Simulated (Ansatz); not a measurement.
The system is Tc.

```
CELL_PARAMETERS angstrom
0.00000 1.95000 1.95000
1.95000 0.00000 1.95000
1.95000 1.95000 0.00000
ATOMIC_POSITIONS crystal
Tc 0.00000 0.00000 0.00000
```

This isn't the form of Tc at room conditions, which is hcp.

Base run:

| Quantity | Value |
| --- | --- |
| Program | Ansatz 0.2.0 |
| Functional | PBE |
| Potentials or basis | all-electron LAPW, scalar-relativistic |
| Cutoff | 251 eV (chosen from the basis error) |
| Basis error allowed | 0.001 eV/atom |
| k mesh | 12 × 12 × 12 |
| Occupations | gaussian, width 0.05 eV |
| Spin | no spin polarisation |

Its results: band gap on the k mesh none (metal or under the smearing width); pressure -6.3 GPa.

Question: The run is repeated on the same cell with these changes: functional from PBE to RPBE; occupations from gaussian, width 0.05 eV to gaussian, width 0.02 eV. What comes out?

Answer: Band gap on the k mesh none (metal or under the smearing width); pressure -2.4 GPa.
